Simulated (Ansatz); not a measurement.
# Structures of V2O5: which is lowest?

Plane-wave DFT in Ansatz with scalar-relativistic PAW potentials, cutoff 420 eV, Γ-centred meshes chosen by cell and gap, Gaussian smearing with energies taken to zero width. Every cell was relaxed (cell and atoms) in a run of its own, within the symmetry of its start. Functional: PBEsol.

Relaxed structures (starts from databases or built by putting these elements on another compound's sites):
A. C2/m, 7 atoms in the computed cell, a = 11.465 Å, b = 3.541 Å, c = 4.371 Å, β = 90.2°; sites (symmetry × multiplicity) V m × 4, O 2/m × 2 + m × 4 + m × 4; start: built
B. P2/m, 7 atoms in the computed cell, a = 5.060 Å, b = 3.217 Å, c = 6.294 Å, β = 98.5°; sites (symmetry × multiplicity) V m × 2, O 2/m × 1 + m × 2 + m × 2; start: built

**Question.** Rank them by energy. Could pressure change the order?

**Answer.**
```csv
structure,group,E − E(lowest) (meV/atom),V (Å³/atom),gap on mesh (eV)
A,C2/m,0.0,12.67,1.65
B,P2/m,64,14.48,1.64
```

A is lowest, 64 meV/atom under B. The lowest is also the densest of these, so pressure wouldn't bring one of the others in at first order. Other structures may lie lower than all of these, and vibrations aren't counted.